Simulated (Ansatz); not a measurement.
ZnSe (F-43m) under pressure

```xyz
2
Lattice="2.8329 2.8329 0.0000 -2.8329 2.8329 0.0000 0.0000 2.8329 2.8329" Properties=species:S:1:pos:R:3 pbc="T T T"
Zn    0.0000    0.0000    0.0000
Se    1.4165    4.2494    1.4165
```

This is the zero-pressure cell under r²SCAN. Cell and atoms are relaxed by PAW (default files of Ansatz 0.2.0, cutoff 500 eV, stress met within about 0.05 GPa) at each pressure, in this structure whether or not another phase would take over; P is the pressure reached, less that of this cell. Levels come from r²SCAN, PAW on Ansatz 0.2.0's default frozen-core files (fitted under PBE), scalar-relativistic; k mesh 8×8×8, fixed occupations, cutoff 500 eV. Conduction levels are in eV over the valence top (at Γ), at fixed fractional wave vectors. Zone-centre phonons come from finite displacements by PAW, without the LO-TO term.

```
P (GPa)    V/V₀      Γ      L      X  T2 TO (cm⁻¹)
  -1.95  1.0326  1.731  2.992  3.405         193.0
   0.00  1.0000  1.867  3.054  3.337         204.3
   2.03  0.9713  1.993  3.108  3.270         214.8
   4.05  0.9465  2.107  3.156  3.209         224.4
   7.04       ?      ?      ?      ?             ?
  10.00  0.8887  2.394  3.268  3.047         248.7
  14.99  0.8514  2.594  3.341  2.928         266.1
```

Problem. Fit the third-order Birch-Murnaghan equation to the rows shown.

Solution. With f = [(V₀/V)^(2/3) − 1]/2, the normalised pressure F = P/[3f(1 + 2f)^(5/2)] is 64.7 GPa at f = -0.0106, 65.7 GPa at f = 0.0098, 66.0 GPa at f = 0.0187, 66.9 GPa at f = 0.0409, 67.5 GPa at f = 0.0566. The line F = B₀[1 + (3/2)(B′ − 4)f] gives B₀ = 65.2 GPa and B′ = 4.4.

Problem. What are the volume deformation potentials and pressure coefficients of these levels at zero pressure?

Solution. 

```
level  dE/dlnV (eV)  dE/dP = −(dE/dlnV)/B₀ (meV/GPa)  mean slope up to 2.0 GPa (meV/GPa)
    Γ         -4.29                             65.8                                62.3
    L         -1.89                             29.0                                26.9
    X          2.21                            -33.9                               -32.6
```

dE/dlnV is the slope of a cubic fit in ln V at V₀. The last column is read from two rows and shows how the slope bends with pressure.

Problem. What mode Grüneisen parameters follow?

Solution. γ = −d ln ω/d ln V at V₀ from a quadratic fit in ln V: T2 1.75.

Problem. What belongs in the row at 7.04 GPa?

Solution. The fits give V/V₀ = 0.9152 and Γ = 2.259 eV. Computed: V/V₀ = 0.9151, Γ = 2.259, L = 3.216, X = 3.124, T2 TO (cm⁻¹) = 237.2.

Known limits: no other phase was computed; many crystals of this kind change structure within this range, and rows or crossings beyond such a change describe a metastable lattice; frozen-core PAW files fitted under PBE, their cores solved anew for the functional of the run; no spin-orbit coupling on heavy atoms; semilocal gaps are low, and the spacing of valleys can be off by tenths of an eV; levels are read at fixed fractional k, so an edge that moves off these points is missed.
